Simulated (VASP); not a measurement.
# Pd (P6_3/mmc) in VASP: notebook

The runs below take Pd through single point, with PBE.

Program: VASP 6.6.1. These are calculated values, not measurements. Logs are shortened: lines on timing, memory, paths and dates and some standing lists are left out, and cuts for length are marked.

## (1) The crystal as given

It takes space group P6_3/mmc (No. 194, hexagonal). Conventional cell: a = 2.780 Å, b = 2.780 Å, c = 9.179 Å, α = 90.00°, β = 90.00°, γ = 120.00°. Pd (site symmetry -3m) has 12 Pd at 2.78 to 2.80 Å as nearest neighbours. Around Pd (site symmetry -6m2) lie 12 Pd at 2.78 to 2.80 Å.

This isn't the form of Pd at room conditions, which is fcc.

## (2) Single point, PBE

INCAR reads:

```
ALGO = Fast
EDIFF = 1E-7
ENCUT = 520
GGA = PE
ISIF = 2
ISMEAR = 0
LASPH = T
LCHARG = T
LELF = T
LREAL = F
LVHAR = T
LWAVE = F
NBANDS = 28
NELM = 100
PREC = Accurate
SIGMA = 0.1
```

KPOINTS reads:

```
k-points
0
Gamma
  18 18 6
```

POSCAR reads:

```
Pd
1.0
    2.7797116528      0.0000000000      0.0000000000
   -1.3898558264      2.4073009065      0.0000000000
    0.0000000000      0.0000000000      9.1786947620
Pd
4
Direct
    0.0000000000      0.0000000000      0.0000000000
    0.3333333333      0.6666666667      0.2500000000
    0.0000000000      0.0000000000      0.5000000000
    0.6666666667      0.3333333333      0.7500000000
```

Potentials or basis: VASP PAW PBE potentials, release 64 (Pd).

Run with:

```
$ cat potpaw_PBE.64/Pd/POTCAR > POTCAR
$ mpirun -np 1 vasp_std > vasp.out
```

OUTCAR:

```text
EDIFF = 1E-7
   ENCUT = 520
   GGA = PE
   ISIF = 2
   ISMEAR = 0
   LASPH = T
   LREAL = F
   NELM = 100
   PREC = Accurate

 ion  position               nearest neighbor table
   1  0.000  0.000  0.000-   2 2.80   4 2.80   2 2.80   4 2.80   4 2.80   2 2.80
   2  0.333  0.667  0.250-   1 2.80   3 2.80   1 2.80   3 2.80   1 2.80   3 2.80
   3  0.000  0.000  0.500-   2 2.80   4 2.80   2 2.80   4 2.80   4 2.80   2 2.80
   4  0.667  0.333  0.750-   1 2.80   3 2.80   1 2.80   3 2.80   1 2.80   3 2.80

  LATTYP: Found a hexagonal cell.
 ALAT       =     2.7797116528
 C/A-ratio  =     3.3020312566

  Lattice vectors:

 A1 = (   2.7797116528,   0.0000000000,   0.0000000000)
 A2 = (  -1.3898558264,   2.4073009065,   0.0000000000)
 A3 = (   0.0000000000,   0.0000000000,   9.1786947620)

Analysis of symmetry for initial positions (statically):
=====================================================================
 Subroutine PRICEL returns:
 Original cell was already a primitive cell.

 Routine SETGRP: Setting up the symmetry group for a
 hexagonal supercell.

 Subroutine GETGRP returns: Found 24 space group operations
 (whereof 12 operations were pure point group operations)
 out of a pool of 24 trial point group operations.

The static configuration has the point symmetry D_3d.
 The point group associated with its full space group is D_6h.

Analysis of symmetry for dynamics (positions and initial velocities):
=====================================================================
 Subroutine PRICEL returns:
 Original cell was already a primitive cell.

 Routine SETGRP: Setting up the symmetry group for a
 hexagonal supercell.

 Subroutine GETGRP returns: Found 24 space group operations
 (whereof 12 operations were pure point group operations)
 out of a pool of 24 trial point group operations.

The dynamic configuration has the point symmetry D_3d.
 The point group associated with its full space group is D_6h.

 Subroutine INISYM returns: Found 24 space group operations
 (whereof 12 operations are pure point group operations),
 and found     1 'primitive' translations

----------------------------------------------------------------------------------------

                                     Primitive cell

  volume of cell :      61.4202

  direct lattice vectors                    reciprocal lattice vectors
     2.779711653  0.000000000  0.000000000     0.359749544  0.207701496  0.000000000
    -1.389855826  2.407300907  0.000000000     0.000000000  0.415402992  0.000000000
     0.000000000  0.000000000  9.178694762     0.000000000  0.000000000  0.108947952

  length of vectors
     2.779711653  2.779711653  9.178694762     0.415402992  0.415402992  0.108947952

  position of ions in fractional coordinates (direct lattice)
     0.000000000  0.000000000  0.000000000
     0.333333333  0.666666667  0.250000000
     0.000000000  0.000000000  0.500000000
     0.666666667  0.333333333  0.750000000

  ion indices of the primitive-cell ions
   primitive index   ion index
                 1           1
                 2           2
                 3           3
                 4           4

----------------------------------------------------------------------------------------

 KPOINTS: k-points

Automatic generation of k-mesh.
 Grid dimensions read from file:
 generate k-points for:   18   18    6

 Generating k-lattice:

  Cartesian coordinates                     Fractional coordinates (reciprocal lattice)
     0.019986086  0.011538972  0.000000000     0.055555556 -0.000000000  0.000000000
     0.000000000  0.023077944  0.000000000     0.000000000  0.055555556  0.000000000
     0.000000000  0.000000000  0.018157992     0.000000000  0.000000000  0.166666667

  Length of vectors
     0.023077944  0.023077944  0.018157992

  Shift w.r.t. Gamma in fractional coordinates (k-lattice)
     0.000000000  0.000000000  0.000000000

 Subroutine IBZKPT returns following result:
 ===========================================

 Found    148 irreducible k-points:

 Following reciprocal coordinates:
            Coordinates               Weight
  0.000000  0.000000  0.000000      1.000000
  0.055556  0.000000  0.000000      6.000000
  0.111111  0.000000  0.000000      6.000000
  0.166667  0.000000  0.000000      6.000000
  0.222222  0.000000  0.000000      6.000000
  0.277778  0.000000  0.000000      6.000000
[... 16 lines left out ...]
  0.333333  0.111111  0.000000     12.000000
  0.388889  0.111111  0.000000     12.000000
 [... further k-points ...]
   k-points           NKPTS =    148   k-points in BZ     NKDIM =    148   number of bands    NBANDS=     28
   number of dos      NEDOS =    301   number of ions     NIONS =      4
   total plane-waves  NPLWV =  40320
   dimension x,y,z NGX =    24 NGY =   24 NGZ =   70
   dimension x,y,z NGXF=    48 NGYF=   48 NGZF=  140
   ions per type =               4
   NGX,Y,Z   is equivalent  to a cutoff of  14.35, 14.35, 12.68 a.u.
   NGXF,Y,Z  is equivalent  to a cutoff of  28.71, 28.71, 25.36 a.u.
 SYSTEM =  unknown system
   PREC   = accura    normal or accurate (medium, high low for compatibility)
   ISTART =      0    job   : 0-new  1-cont  2-samecut
   ICHARG =      2    charge: 1-file 2-atom 10-const
   ISPIN  =      1    spin polarized calculation?
   LNONCOLLINEAR =      F non collinear calculations
   LSORBIT =      F    spin-orbit coupling
   LASPH  =      T    aspherical Exc in radial PAW
   ENCUT  =  520.0 eV  38.22 Ry    6.18 a.u.   5.17  5.17 17.07*2*pi/ulx,y,z
   NELM   =    100;   NELMIN=  2; NELMDL= -5     # of ELM steps
   EDIFF  = 0.1E-06   stopping-criterion for ELM
   LREAL  =      F    real-space projection
   EDIFFG = 0.1E-05   stopping-criterion for IOM
   NSW    =      0    number of steps for IOM
   IBRION =     -1    ionic relax: 0-MD 1-quasi-New 2-CG
   NFREE  =      0    steps in history (QN), initial steepest desc. (CG)
   ISIF   =      2    stress and relaxation
   ISYM   =      2    0-nonsym 1-usesym 2-fastsym
   POTIM  = 0.5000    time-step for ionic-motion
   TEBEG  =    0.0;   TEEND  =   0.0 temperature during run
   PSTRESS=    0.0 pullay stress
   NELECT =      40.0000    total number of electrons
   NUPDOWN=      -1.0000    fix difference up-down
   EMIN   =  10.00;   EMAX   =-10.00  energy-range for DOS
   EFERMI =   0.00;   METHOD = LEGACY
   ISMEAR =     0;   SIGMA  =   0.10  broadening in eV -4-tet -1-fermi 0-gaus
   EFERMI_NEDOS =   21; number of points for ismear=-14 and -15
   IALGO  =     68    algorithm
   IMIX   =      4    mixing-type and parameters
     AMIX     =   0.40;   BMIX     =  1.00
     AMIX_MAG =   1.60;   BMIX_MAG =  1.00
  volume/ion in A,a.u.               =      15.36       103.62
  Fermi-wavevector in a.u.,A,eV,Ry     =   1.419029  2.681575 27.397264  2.013642
  Thomas-Fermi vector in A             =   2.540092
   LORBIT       =      0    0 simple, 1 ext, 2 COOP (PROOUT), +10 PAW based schemes
   GGA     = PE    functional components
   LHFCALC =     F    Hartree Fock is set to
   AEXX    =    0.0000 exact exchange contribution
   IVDW    =     0    specifies the selected vdW correction
   LEPSILON=     F    determine dielectric tensor
   LRPA    =     F    only Hartree local field effects (RPA)
 non-spin polarized calculation
 RMM-DIIS sequential band-by-band and
 Gauss-broadening in eV      SIGMA  =   0.10
  energy-cutoff  :      520.00
  volume of cell :       61.42
 maximum number of plane-waves:      1669
 NGX is ok and might be reduce to    24
   NGX = 11   NGY = 11   NGZ = 35

 number of electron      40.0000014 magnetization

 Free energy of the ion-electron system (eV)
  ---------------------------------------------------
  ext. energy  EPLUGINS =         0.00000000
  ---------------------------------------------------
  free energy    TOTEN  =       -20.83903823 eV

  energy without entropy =      -20.78742602  energy(sigma->0) =      -20.81323212

 E-fermi :   9.1299     XC(G=0): -12.9338

 val. band max:        9.1281600007   @ k =   0.5000   0.0000   0.1667
 cond. band min:       9.1314650706   @ k =   0.3889   0.2222   0.3333
 fundamental gap:      0.0033050699
 Fermi energy:         9.1299135477

 k-point     1 :       0.0000    0.0000    0.0000
  band No.  band energies     occupation
      1       2.2865      2.00000
      2       3.9010      2.00000
      3       3.9080      2.00000
      4       4.1246      2.00000
      5       6.4010      2.00000
      6       6.4015      2.00000
[... 20 lines left out ...]
     27      23.1429      0.00000
     28      26.0618      0.00000

 k-point     2 :       0.0556    0.0000    0.0000
  band No.  band energies     occupation
      1       2.3841      2.00000
      2       3.9899      2.00000
      3       3.9975      2.00000
      4       4.1956      2.00000
      5       6.2401      2.00000
      6       6.3630      2.00000
[... 20 lines left out ...]
     27      23.2031      0.00000
     28      26.1449      0.00000

 k-point     3 :       0.1111    0.0000    0.0000
  band No.  band energies     occupation
      1       2.6684      2.00000
      2       4.2363      2.00000
      3       4.2471      2.00000
      4       4.3941      2.00000
      5       5.9656      2.00000
      6       6.1570      2.00000
[... 20 lines left out ...]
     27      23.3778      0.00000
     28      25.9898      0.00000

 k-point     4 :       0.1667    0.0000    0.0000
  band No.  band energies     occupation
      1       3.1106      2.00000
      2       4.5365      2.00000
      3       4.5758      2.00000
      4       4.6885      2.00000
      5       5.6944      2.00000
      6       5.9132      2.00000
[... 20 lines left out ...]
     27      23.6464      0.00000
     28      24.6571      0.00000

 k-point     5 :       0.2222    0.0000    0.0000
  band No.  band energies     occupation
      1       3.6441      2.00000
      2       4.6817      2.00000
      3       4.7725      2.00000
      4       4.9643      2.00000
      5       5.5279      2.00000
      6       5.6899      2.00000
[... 20 lines left out ...]
     27      23.8597      0.00000
     28      23.9356      0.00000

 k-point     6 :       0.2778    0.0000    0.0000
  band No.  band energies     occupation
      1       4.1171      2.00000
      2       4.6374      2.00000
      3       4.6843      2.00000
      4       4.9765      2.00000
      5       5.4592      2.00000
      6       5.4738      2.00000
[... 463 lines left out ...]
      5       5.5612      2.00000
      6       5.6058      2.00000
[... 20 lines left out ...]
     27      22.5972      0.00000
     28      22.7469      0.00000

 k-point    22 :       0.2778    0.1111    0.0000
  band No.  band energies     occupation
      1       4.5081      2.00000
      2       4.6344      2.00000
      3       4.7827      2.00000
      4       5.1283      2.00000
      5       5.4145      2.00000
      6       5.4382      2.00000
[... 20 lines left out ...]
     27      20.8570      0.00000
     28      21.0228      0.00000

 k-point    23 :       0.3333    0.1111    0.0000
  band No.  band energies     occupation
      1       4.4237      2.00000
      2       4.4363      2.00000
      3       4.6298      2.00000
      4       5.1349      2.00000
      5       5.2846      2.00000
      6       5.4707      2.00000
[... 20 lines left out ...]
     27      19.3617      0.00000
     28      19.6833      0.00000

 k-point    24 :       0.3889    0.1111    0.0000
  band No.  band energies     occupation
      1       4.3048      2.00000
      2       4.3482      2.00000
      3       4.5228      2.00000
      4       5.0427      2.00000
      5       5.1873      2.00000
      6       5.5028      2.00000
[... 20 lines left out ...]
     27      19.0811      0.00000
     28      19.6697      0.00000

 [... further k-points ...]
[... 5 lines left out ...]
  --------------------------------------------------------------------------------------
  -------------------------------------------------------------------------------------
  Total       -0.1072325     -0.1072325     -0.1261573     -0.0000000      0.0000000      0.0000000
  in kB       -2.7972155     -2.7972155     -3.2908794     -0.0000000      0.0000000      0.0000000
  external PRESSURE =      -2.9617701 kB  Pullay stress =       0.0000000 kB

 VOLUME and BASIS-vectors are now :
 -----------------------------------------------------------------------------
  energy-cutoff  :      520.00
  volume of cell :       61.42
      direct lattice vectors                 reciprocal lattice vectors
     2.779711653  0.000000000  0.000000000     0.359749544  0.207701496  0.000000000
    -1.389855826  2.407300907  0.000000000     0.000000000  0.415402992  0.000000000
     0.000000000  0.000000000  9.178694762     0.000000000  0.000000000  0.108947952

 POSITION                                       TOTAL-FORCE (eV/Angst)
 -----------------------------------------------------------------------------------
      0.00000      0.00000      0.00000         0.000000      0.000000     -0.000000
     -0.00000      1.60487      2.29467        -0.000000      0.000000      0.000000
      0.00000      0.00000      4.58935         0.000000      0.000000     -0.000000
      1.38986      0.80243      6.88402         0.000000     -0.000000     -0.000000
 -----------------------------------------------------------------------------------
    total drift:                               -0.000000      0.000000      0.000000

  FREE ENERGIE OF THE ION-ELECTRON SYSTEM (eV)
  ---------------------------------------------------
  free  energy   TOTEN  =       -20.8390382262 eV

  energy  without entropy=      -20.7874260174  energy(sigma->0) =      -20.81323212
```

Run time: 3.4 min. Hardware: 1 thread of AMD EPYC 9R45 (Zen 5), shared host; peak memory 0.29 GiB.

What came out:

```yaml
Free_energy: -20.8390 eV
Pressure: -0.3 GPa
Band_gap_on_the_k_mesh: none (metal or under the smearing width)
```

Levels at points of the mesh, in eV from the Fermi level:
| k point | band 18 | band 19 | band 20 | band 21 | band 22 | band 23 |
| --- | --- | --- | --- | --- | --- | --- |
| (0.00, 0.00, 0.00) | -0.99 | -0.99 | -0.66 | -0.66 | -0.12 | -0.12 |
| (0.50, 0.00, 0.00) | 0.16 | 0.18 | 0.19 | 1.52 | 2.45 | 3.65 |
| (0.00, 0.00, 0.50) | -1.21 | -0.83 | -0.83 | -0.35 | -0.35 | -0.35 |
| (0.50, 0.00, 0.50) | 0.02 | 0.16 | 0.16 | 2.45 | 2.45 | 3.80 |

## (3) Single point, PBE, collinear spin, typed start

This run uses another cell than the first one, of 15.07 Å³/atom, 0.981 times its volume.

INCAR reads:

```
PREC     = Accurate       # precision mode
ENCUT    = 520            # plane-wave cutoff, eV
EDIFF    = 1E-6           # SCF threshold, eV
ISMEAR   = 0              # smearing method
SIGMA    = 0.1            # smearing width, eV
LREAL    = F              # projectors in reciprocal space
LASPH    = T              # aspherical terms in the spheres
NELM     = 150            # most SCF steps
ALGO     = Fast           # electronic algorithm
ISIF     = 2              # what is computed and relaxed
LWAVE    = F              # write WAVECAR
LCHARG   = F              # write CHGCAR
ISPIN    = 2              # spin polarisation
MAGMOM   = 1 1 1 1        # initial moments
LORBIT   = 11             # projections on sites
LMAXMIX  = 4              # l up to which the mixer works
GGA      = PE             # functional
NBANDS   = 32             # bands
```

KPOINTS reads:

```
regular mesh
0
Gamma
  6 6 2
```

POSCAR reads:

```
Pd
1.0
    2.7625616691      0.0000000000      0.0000000000
   -1.3812808346      2.3924485850      0.0000000000
    0.0000000000      0.0000000000      9.1183940900
Pd
4
Direct
    0.0000000000      0.0000000000      0.0000000000
    0.3333333300      0.6666666700      0.2500000000
    0.0000000000      0.0000000000      0.5000000000
    0.6666666700      0.3333333300      0.7500000000
```

Potentials or basis: VASP PAW PBE potentials, release 64 (Pd).

Run with:

```
$ cat potpaw_PBE.64/Pd/POTCAR > POTCAR
$ mpirun -np 1 vasp_std > vasp.out
```

It took 34 s on 1 thread of Intel Xeon 6975P-C (Granite Rapids), shared host; peak memory 0.23 GiB.

Results (log left out):

| Quantity | Value |
| --- | --- |
| Free energy | -20.9007 eV |
| Pressure | 2.1 GPa |
| Band gap on the k mesh | none (metal or under the smearing width) |
| Net moment | 0.01 μB per cell |
| Valence electrons inside the program's atomic spheres | Pd 9.39 |

Stress tensor (GPa, compression positive):
```
1.72 0.00 0.00
0.00 1.72 0.00
0.00 0.00 2.90
```

Levels at points of the mesh, in eV from the Fermi level:
Spin up:
| k point | band 18 | band 19 | band 20 | band 21 | band 22 | band 23 |
| --- | --- | --- | --- | --- | --- | --- |
| (0.00, 0.00, 0.00) | -1.02 | -1.02 | -0.69 | -0.69 | -0.13 | -0.13 |
| (0.50, 0.00, 0.00) | 0.16 | 0.17 | 0.19 | 1.52 | 2.47 | 3.71 |
| (0.00, 0.00, 0.50) | -1.26 | -0.86 | -0.86 | -0.37 | -0.37 | -0.37 |
| (0.50, 0.00, 0.50) | 0.01 | 0.16 | 0.16 | 2.49 | 2.49 | 3.86 |
Spin down:
```csv
k point,band 18,band 19,band 20,band 21,band 22,band 23
"(0.00, 0.00, 0.00)",-1.02,-1.02,-0.69,-0.69,-0.13,-0.13
"(0.50, 0.00, 0.00)",0.16,0.17,0.19,1.52,2.47,3.71
"(0.00, 0.00, 0.50)",-1.25,-0.85,-0.85,-0.37,-0.37,-0.37
"(0.50, 0.00, 0.50)",0.01,0.16,0.16,2.49,2.49,3.86
```

Caveat: the k mesh is coarse (spacing up to 0.44 Å⁻¹), so the values aren't converged.
